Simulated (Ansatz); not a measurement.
# armchair BAs nanoribbon (N = 9, H edges): bands under strain, part 3 of 3

What gap, if any, does the armchair BAs nanoribbon (N = 9, H edges) have, and how does it change under strain?

Ansatz 0.2.0; DFT PBE, plane waves, PAW; relaxation of a wire's period (the session's first sound run).

So far, band gap (eV): step 3 (bands of the perfect wire) 0.935; step 4 (relaxing the atoms, period over the relaxed period 0.96, k-mesh …) 0.836; step 5 (relaxing the atoms, period over the relaxed period 0.98, k-mesh …) 0.882.

### Step 6. At a strained period, period over the relaxed period 1.02, k-mesh 1×1×11

Level of this step: DFT PBE, plane waves, PAW; relaxation at a fixed period (Ansatz).

The period is set to 1.02 times the relaxed one and the atoms relax within it: strain changes bond lengths and angles, which shifts the bands against each other. Against the first PBE run of this kind, the mesh along the wire has 11 points against 14.

The cell differs from the one that the last finished run ended in (c 5.755 → 5.990 Å).

The input, input.yaml:

```yaml
crystal:
  lattice:
    - [23.177, 0.0, 0.0]
    - [0.0, 7.0, 0.0]
    - [0.0, 0.0, 5.9899025722]
  atoms:
    - { symbol: B, position: [0.207681639, 0.5, 0.999216671] }
    - { symbol: B, position: [0.353897053, 0.5, 0.001750227] }
    - { symbol: B, position: [0.5, 0.5, 0.002119701] }
    - { symbol: B, position: [0.646102947, 0.5, 0.001750227] }
    - { symbol: B, position: [0.792318361, 0.5, 0.999216671] }
    - { symbol: As, position: [0.211360648, 0.5, 0.323988363] }
    - { symbol: As, position: [0.3542072, 0.5, 0.334965593] }
    - { symbol: As, position: [0.5, 0.5, 0.335752816] }
    - { symbol: As, position: [0.6457928, 0.5, 0.334965593] }
    - { symbol: As, position: [0.788639352, 0.5, 0.323988363] }
    - { symbol: H, position: [0.155574078, 0.5, 0.454294324] }
    - { symbol: H, position: [0.844425922, 0.5, 0.454294324] }
    - { symbol: B, position: [0.281540202, 0.5, 0.503006595] }
    - { symbol: B, position: [0.42718786, 0.5, 0.502759596] }
    - { symbol: B, position: [0.57281214, 0.5, 0.502759596] }
    - { symbol: B, position: [0.718459798, 0.5, 0.503006595] }
    - { symbol: As, position: [0.280873941, 0.5, 0.836927018] }
    - { symbol: As, position: [0.427107077, 0.5, 0.835382715] }
    - { symbol: As, position: [0.572892923, 0.5, 0.835382715] }
    - { symbol: As, position: [0.719126059, 0.5, 0.836927018] }
    - { symbol: H, position: [0.162497557, 0.5, 0.901867876] }
    - { symbol: H, position: [0.837502443, 0.5, 0.901867876] }
kpoints:
  mp_grid: { grid: [1, 1, 11] }
  band_path: { path: ["Γ", Z], npoints: 90 }
scf:
  occupations: { method: fermi_dirac, width: 0.05 }
hamiltonian:
  xc: pbe
relax:
  max_steps: 40
  f_tol: 0.02
output:
  stress: true
```

On the command line:

```bash
> ansatz run input.yaml --threads 4 --pin off --max-ram 16384MiB --backend cpu --events-out ev --progress --plain --runs-dir out
```

Numbers of over 12 decimals in the logs are rounded to 6 here.

What it wrote:

```text
[...]
Crystal: 22 atoms, lattice volume = 971.796 Å³
Basis set: ecut = 420 eV, 19019 PW (Γ), exchange–correlation on 320×96×90 points (8 copies of the dense FFT grid, shifted against one another)
Bands: 105, of which v1, the nominal top of the filled ones, is band 83 counted from 1 (82 counted from 0)
Symmetry: 4 space group operations
[...]
- { symbol: B, position: [0.427552, 0.5, 0.503721] }
    - { symbol: B, position: [0.572448, 0.5, 0.503721] }
    - { symbol: B, position: [0.717356, 0.5, 0.504357] }
    - { symbol: As, position: [0.281969, 0.5, 0.835693] }
    - { symbol: As, position: [0.427476, 0.5, 0.834421] }
    - { symbol: As, position: [0.572524, 0.5, 0.834421] }
    - { symbol: As, position: [0.718031, 0.5, 0.835693] }
    - { symbol: H, position: [0.163788, 0.5, 0.911134] }
    - { symbol: H, position: [0.836212, 0.5, 0.911134] }
[key lines of the parts left out:]
SCF converged after 5 iterations
Free energy (F): -45164.475878 eV
Fermi energy:    -0.292122 eV
P = ⅓ Tr σ = -0.4658 GPa (-4.658 kbar)
```

Wall time 4 min (4 threads of Arm Neoverse V1, shared host); peak memory 5.3 GiB; 16 min of CPU time.

Relaxation path:

| step | energy less that of the first step (eV) | largest force component (eV/Å) |
| --- | --- | --- |
| 1 | 0.0000 | 0.3108 |
| 2 | -0.0331 | 0.1147 |
| 3 | -0.0368 | 0.0203 |
| 4 | -0.0369 | 0.0012 |

The run keeps the 4 symmetry operations that it works with, so distortions that break them were not tested.

The atoms that moved most (Å):

| atom | dx | dy | dz | length |
| --- | --- | --- | --- | --- |
| H11 | 0.025 | 0.000 | -0.060 | 0.065 |
| H12 | -0.025 | 0.000 | -0.060 | 0.065 |
| H22 | -0.030 | 0.000 | 0.056 | 0.063 |
| H21 | 0.030 | 0.000 | 0.056 | 0.063 |
| B5 | -0.045 | 0.000 | 0.016 | 0.048 |
| B1 | 0.045 | 0.000 | 0.016 | 0.048 |
| As6 | 0.046 | 0.000 | -0.011 | 0.047 |
| As10 | -0.046 | 0.000 | -0.011 | 0.047 |

Final coordinates:

```xyz
22
Lattice="23.1770 0.0000 0.0000 0.0000 7.0000 0.0000 0.0000 0.0000 5.9899" Properties=species:S:1:pos:R:3
B     4.8588    3.5000    6.0015
B     8.2189    3.5000    0.0161
B    11.5885    3.5000    0.0176
B    14.9581    3.5000    0.0161
B    18.3182    3.5000    6.0015
As    4.9443    3.5000    1.9293
As    8.2262    3.5000    2.0005
As   11.5885    3.5000    2.0053
As   14.9508    3.5000    2.0005
As   18.2327    3.5000    1.9293
H     3.6312    3.5000    2.6609
H    19.5458    3.5000    2.6609
B     6.5508    3.5000    3.0210
B     9.9094    3.5000    3.0172
B    13.2676    3.5000    3.0172
B    16.6262    3.5000    3.0210
As    6.5352    3.5000    5.0057
As    9.9076    3.5000    4.9981
As   13.2694    3.5000    4.9981
As   16.6418    3.5000    5.0057
H     3.7961    3.5000    5.4576
H    19.3809    3.5000    5.4576
```

The gap is 0.991 eV, against 0.935 eV under PBE at the relaxed period.

### Step 7. At a strained period, period over the relaxed period 1.04, k-mesh 1×1×10

The period is set to 1.04 times the relaxed one and the atoms relax within it: strain changes bond lengths and angles, which shifts the bands against each other. Against the first PBE run of this kind, the mesh along the wire has 10 points against 14.

The cell differs from the one that the last finished run ended in (c 5.990 → 6.107 Å).

input.yaml, as its differences from that of step 6:

```diff
@@ -4,3 +4,3 @@
     - [0.0, 7.0, 0.0]
-    - [0.0, 0.0, 5.9899025722]
+    - [0.0, 0.0, 6.1073516423]
   atoms:
@@ -29,3 +29,3 @@
 kpoints:
-  mp_grid: { grid: [1, 1, 11] }
+  mp_grid: { grid: [1, 1, 10] }
   band_path: { path: ["Γ", Z], npoints: 90 }
```

What it wrote:

```text
[...]
Crystal: 22 atoms, lattice volume = 990.851 Å³
Basis set: ecut = 420 eV, 19419 PW (Γ), exchange–correlation on 320×96×90 points (8 copies of the dense FFT grid, shifted against one another)
Bands: 105, of which v1, the nominal top of the filled ones, is band 83 counted from 1 (82 counted from 0)
Symmetry: 4 space group operations
[...]
- { symbol: B, position: [0.427865, 0.5, 0.504392] }
    - { symbol: B, position: [0.572135, 0.5, 0.504392] }
    - { symbol: B, position: [0.716415, 0.5, 0.505411] }
    - { symbol: As, position: [0.282906, 0.5, 0.834668] }
    - { symbol: As, position: [0.427796, 0.5, 0.833670] }
    - { symbol: As, position: [0.572204, 0.5, 0.833670] }
    - { symbol: As, position: [0.717094, 0.5, 0.834668] }
    - { symbol: H, position: [0.164965, 0.5, 0.920167] }
    - { symbol: H, position: [0.835035, 0.5, 0.920167] }
[key lines of the parts left out:]
SCF converged after 5 iterations
Free energy (F): -45164.160576 eV
Fermi energy:    -0.390067 eV
P = ⅓ Tr σ = -1.0212 GPa (-10.212 kbar)
```

Elapsed: 4.1 min, on 4 threads; peak memory 5.4 GiB.

Step by step:

| step | energy less that of the first step (eV) | largest force component (eV/Å) |
| --- | --- | --- |
| 1 | 0.0000 | 0.5261 |
| 2 | -0.1190 | 0.1824 |
| 3 | -0.1306 | 0.0421 |
| 4 | -0.1307 | 0.0029 |

The run keeps the 4 symmetry operations that it works with, so distortions that break them were not tested.

The atoms that moved most (Å):

| atom | dx | dy | dz | length |
| --- | --- | --- | --- | --- |
| H11 | 0.048 | 0.000 | -0.120 | 0.129 |
| H12 | -0.048 | 0.000 | -0.120 | 0.129 |
| H22 | -0.057 | 0.000 | 0.112 | 0.126 |
| H21 | 0.057 | 0.000 | 0.112 | 0.126 |
| B1 | 0.087 | 0.000 | 0.033 | 0.093 |
| B5 | -0.087 | 0.000 | 0.033 | 0.093 |
| As10 | -0.087 | 0.000 | -0.022 | 0.090 |
| As6 | 0.087 | 0.000 | -0.022 | 0.090 |

Final coordinates:

```xyz
22
Lattice="23.1770 0.0000 0.0000 0.0000 7.0000 0.0000 0.0000 0.0000 6.1074" Properties=species:S:1:pos:R:3
B     4.9006    3.5000    6.1353
B     8.2333    3.5000    0.0200
B    11.5885    3.5000    0.0213
B    14.9437    3.5000    0.0200
B    18.2764    3.5000    6.1353
As    4.9858    3.5000    1.9562
As    8.2407    3.5000    2.0351
As   11.5885    3.5000    2.0401
As   14.9363    3.5000    2.0351
As   18.1912    3.5000    1.9562
H     3.6538    3.5000    2.6544
H    19.5232    3.5000    2.6544
B     6.5727    3.5000    3.0867
B     9.9166    3.5000    3.0805
B    13.2604    3.5000    3.0805
B    16.6043    3.5000    3.0867
As    6.5569    3.5000    5.0976
As    9.9150    3.5000    5.0915
As   13.2620    3.5000    5.0915
As   16.6201    3.5000    5.0976
H     3.8234    3.5000    5.6198
H    19.3536    3.5000    5.6198
```

Electronic bands along the path, in eV, zero at the Fermi level; v1 is the highest filled band, c1 the lowest empty one:

| point | v4 | v3 | v2 | v1 | c1 | c2 | c3 | c4 |
| --- | --- | --- | --- | --- | --- | --- | --- | --- |
| Γ | -1.40 | -1.05 | -0.63 | -0.53 | 0.52 | 0.75 | 0.85 | 1.00 |
| halfway | -1.80 | -1.43 | -1.29 | -1.00 | 1.06 | 1.35 | 1.58 | 1.83 |
| Z | -2.19 | -1.74 | -1.57 | -1.31 | 1.28 | 1.57 | 1.84 | 1.89 |

The gap is 1.05 eV, against 0.935 eV under PBE at the relaxed period.

### Step 8. Strain along the wire, period over the relaxed period 1.06, k-mesh 1×1×10

The period is set to 1.06 times the relaxed one and the atoms relax within it: strain changes bond lengths and angles, which shifts the bands against each other. Against the first PBE run of this kind, the mesh along the wire has 10 points against 14.

The cell differs from the one that the last finished run ended in (c 6.107 → 6.225 Å).

input.yaml, as its differences from that of step 7:

```diff
@@ -4,3 +4,3 @@
     - [0.0, 7.0, 0.0]
-    - [0.0, 0.0, 6.1073516423]
+    - [0.0, 0.0, 6.2248007123]
   atoms:
```

What it wrote:

```text
[...]
Crystal: 22 atoms, lattice volume = 1009.905 Å³
Basis set: ecut = 420 eV, 19771 PW (Γ), exchange–correlation on 320×96×90 points (8 copies of the dense FFT grid, shifted against one another)
Bands: 105, of which v1, the nominal top of the filled ones, is band 83 counted from 1 (82 counted from 0)
Symmetry: 4 space group operations
[...]
- { symbol: B, position: [0.571878, 0.500000, 0.504770] }
    - { symbol: B, position: [0.715655, 0.500000, 0.506172] }
    - { symbol: As, position: [0.283665, 0.500000, 0.833889] }
    - { symbol: As, position: [0.428060, 0.500000, 0.833156] }
    - { symbol: As, position: [0.571940, 0.500000, 0.833156] }
    - { symbol: As, position: [0.716335, 0.500000, 0.833889] }
    - { symbol: H, position: [0.166012, 0.500000, 0.928829] }
    - { symbol: H, position: [0.833988, 0.500000, 0.928829] }
[key lines of the parts left out:]
SCF converged after 6 iterations
Free energy (F): -45163.655345 eV
Fermi energy:    -0.472485 eV
P = ⅓ Tr σ = -1.5280 GPa (-15.280 kbar)
```

The job ended after 4.1 min (4 threads; peak memory 5.5 GiB).

The gap is 1.11 eV, against 0.935 eV under PBE at the relaxed period.

### Step 9. Side by side

Times are for 4 threads of Arm Neoverse V1, shared host. Results by setting:

| no. | period over the relaxed period | k-mesh | pressure (GPa) | band gap (eV) | time | memory (GiB) |
| --- | --- | --- | --- | --- | --- | --- |
| 1 | 0.96 | 1×1×11 | 1.460 | 0.8355 | 3.9 min | 5.0 |
| 2 | 0.98 | 1×1×11 | 0.7753 | 0.8825 | 4 min | 5.1 |
| 3 | 1.02 | 1×1×11 | -0.4658 | 0.9910 | 4 min | 5.3 |
| 4 | 1.04 | 1×1×10 | -1.021 | 1.049 | 4.1 min | 5.4 |
| 5 | 1.06 | 1×1×10 | -1.528 | 1.109 | 4.1 min | 5.5 |

### Step 10. Outcome

| Quantity | Value |
| --- | --- |
| cell length, PBE | 5.872 Å |
| gap, PBE | 0.935 eV |
| gap, period scaled by 0.96 | 0.836 eV |
| gap, period scaled by 0.98 | 0.882 eV |
| gap, period scaled by 1.02 | 0.991 eV |
| gap, period scaled by 1.04 | 1.05 eV |
| gap, period scaled by 1.06 | 1.11 eV |

Under PBE the cell's length is 5.87 Å, and a gap of 0.94 eV makes it a semiconductor. Strain matters: under PBE the gap goes from 0.94 eV to 0.836 eV at 0.96 times the period, 0.882 eV at 0.98 times the period, 0.991 eV at 1.02 times the period, 1.05 eV at 1.04 times the period and 1.11 eV at 1.06 times the period.

[Logs are printed without paths, hosts, clocks, repeated set-up lines and the standing remarks that a program may print on its own settings, such as how far it seeks lower states.]

[Hosts, paths, dates, database ids (printed as entryN), source tags and the programs' standing remarks are cut or masked in the printed files.]
